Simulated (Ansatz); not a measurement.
Rocksalt LiCl, relaxed with r2SCAN: it is cubic, Fm-3m (No. 225); a = 5.112 Å in the conventional setting, 16.70 Å³ an atom. Li is surrounded by 6 Cl at 2.56 Å; Cl is surrounded by 6 Li at 2.56 Å. One-shot G0W0@PBE in Ansatz 0.2.0 on a 6×6×6 mesh (contour deformation, no spin-orbit coupling), from a PBE gap of 6.387 eV over the mesh points (the G0W0 gap is direct on the mesh); the number N of bands summed and the screening cutoff rise together. (Simulation; spin polarisation is off.)

```csv
N,cutoff (eV),1000/N,G0W0 gap (eV)
80,100,12.500,8.752
188,180,5.319,8.911
```

Lay a straight line in 1000/N through these rows.
The slope is -0.0221 eV per unit of 1000/N and the intercept 9.029 eV.

Predict the gap at N = 360 (260 eV).
9.029 + (-0.0221) × 2.778 = 8.968 eV; the run gives 8.979 eV, +0.011 eV from the line.

With that run's result added, what limit do the last two rows suggest?
Their slope is (8.979 − 8.911)/(2.778 − 5.319) = -0.0268, which meets 1/N = 0 at 9.05 eV, against 9.029 eV from the first line. The slope steepens, so 1/N isn't yet asymptotic and the true limit probably lies higher still; the k mesh isn't extrapolated.
